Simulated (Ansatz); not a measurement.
A run of Ansatz 0.2.0 is set up as follows.

input.yaml

```yaml
crystal:
  lattice:
    - [0.0, 2.365, 2.365]
    - [2.365, 0.0, 2.365]
    - [2.365, 2.365, 0.0]
  atoms:
    - { symbol: Zr, position: [0.5, 0.5, 0.5] }
    - { symbol: C, position: [0.0, 0.0, 0.0] }
hamiltonian:
  xc: { exchange: pbe, correlation: pbe, exx: { coeff: 0.3, omega: 0.2 } }
  pseudopotentials: { kind: paw }
kpoints:
  mp_grid: { grid: [5, 5, 5] }
scf:
  occupations: { method: fermi_dirac, width: 0.05 }
output:
  forces: true
  stress: true
  eigenvalues: true
```

Potentials or basis: Ansatz PAW.

Run with:

```sh
$ ansatz run input.yaml --threads 2 --pin off --max-ram 5632MiB --backend cpu --events-out ev --progress --plain --runs-dir out
```

Question: What does it give for the pressure?

Answer: -5.7 GPa.

Question: Predict the band gap on the k mesh.

Answer: None (metal or under the smearing width).

Caveat: the k mesh is coarse (spacing up to 0.46 Å⁻¹), so the values aren't converged, least of all with exact exchange; the PAW data sets come from PBE, with cores solved anew for the run's functional, which leaves a small shift of forces and pressure; the thresholds are loose for stress.
